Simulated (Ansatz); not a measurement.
**I: strong compression**

The task here is to estimate one member of a computed series from the others.

Program: Ansatz 0.2.0. Level of theory: DFT PBE, with the methods named in each step. These are calculated values, not measurements.

### The starting structure

Symmetry: Pm-3m, No. 221, cubic system. Conventional cell: a = 3.324 Å, b = 3.324 Å, c = 3.324 Å, α = 90.00°, β = 90.00°, γ = 90.00°. I (site symmetry m-3m) is surrounded by 6 I at 3.32 Å.

Coordinates:

```cif
data_structure
_symmetry_space_group_name_H-M 'P 1'
_symmetry_Int_Tables_number 1
_cell_length_a 3.3238
_cell_length_b 3.3238
_cell_length_c 3.3238
_cell_angle_alpha 90.000
_cell_angle_beta 90.000
_cell_angle_gamma 90.000
_cell_volume 36.72
loop_
_atom_site_label
_atom_site_type_symbol
_atom_site_fract_x
_atom_site_fract_y
_atom_site_fract_z
_atom_site_occupancy
I1 I 0.00000 0.00000 0.00000 1
```

Whether this phase is the stable one at these pressures isn't tested.

The first run:

Contents of input.yaml:

```yaml
crystal:
  lattice:
    - [3.323794954, 0.0, 0.0]
    - [0.0, 3.323794954, 0.0]
    - [0.0, 0.0, 3.323794954]
  atoms:
    - { symbol: I, position: [0.0, 0.0, 0.0] }
kpoints:
  mp_grid: { grid: [11, 11, 11] }
scf:
  occupations: { method: fermi_dirac, width: 0.1 }
hamiltonian:
  xc: pbe
  pseudopotentials: { kind: paw }
output:
  forces: true
  stress: true
  write_density: true
  write_potential: true
  elf: true
  volumetric_format: npy
relax:
  f_tol: 0.005
  max_steps: 40
  cell: {}
```

Launch:

```console
$ ansatz run input.yaml --threads 1 --pin off --max-ram 2048MiB --backend cpu --events-out ev --progress --plain --runs-dir out
```

Steps of the session up to this table: Cell relaxed at zero pressure, PAW; Volume scaled by 1, PAW; Volume scaled by 0.88, PAW; Volume scaled by 0.78, PAW; Volume scaled by 0.68, PAW; Volume scaled by 0.58, PAW; Volume scaled by 0.5, PAW; Volume scaled by 0.43, PAW; Volume scaled by 0.43, PAW (level accurate).

One of the session's tables, all rows but one given; the rest of the session is left out.

| method | volume over the first | volume (Å³/atom) | pressure (GPa) |
| --- | --- | --- | --- |
| PAW | 1 | 41.767 | 0.00 |
| PAW | 0.88 | 36.755 | 3.96 |
| PAW | 0.78 | 32.578 | 10.64 |
| PAW | 0.68 | 28.401 | 23.59 |
| PAW | 0.58 | ? | ? |
| PAW | 0.5 | 20.883 | 80.77 |
| PAW | 0.43 | 17.960 | 127.20 |
| PAW (level accurate) | 0.43 | 17.960 | 127.32 |

**Question.** Estimate the row for PAW, 0.58.

As computed: volume (Å³/atom): 24.225; pressure (GPa): 49.20. In the column «volume (Å³/atom)» it lies between PAW, 0.5 (20.883) and PAW, 0.68 (28.401).
